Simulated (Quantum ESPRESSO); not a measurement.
Crystal: CsPbBr3.

```
Pb Cs Br
1.0
     5.87000    0.00000    0.00000
     0.00000    5.87000    0.00000
     0.00000    0.00000    5.87000
Pb Cs Br
1 1 3
Direct
  0.50000 0.50000 0.50000
  0.00000 0.00000 0.00000
  0.50000 0.50000 0.00000
  0.50000 0.00000 0.50000
  0.00000 0.50000 0.50000
```

Measurements of this composition are mostly on another form, of space group No. 62.

Base run:

* Program: Quantum ESPRESSO 7.5
* Functional: PBE
* Potentials or basis: PseudoDojo 0.4.1 SR PBE standard
* Cutoff: 762 eV
* Density cutoff: 3048 eV
* k mesh: 4 × 4 × 4, shifted
* Occupations: fermi-dirac, width 0.05 eV
* Spin: no spin polarisation

Its results: pressure 1.3 GPa; electronic dielectric tensor (diagonal) 3.83.

Q: After a change of settings the same cell gave: pressure -0.1 GPa; electronic dielectric tensor (diagonal) 3.89. Which change was it?
A. functional from PBE to PBEsol; potentials or basis from PseudoDojo 0.4.1 SR PBE standard to PseudoDojo 0.4.1 SR PBEsol standard
B. functional from PBE to BLYP
C. functional from PBE to LDA; potentials or basis from PseudoDojo 0.4.1 SR PBE standard to PseudoDojo 0.4.1 SR LDA standard

A: A.

Not every run made on this cell is shown here.
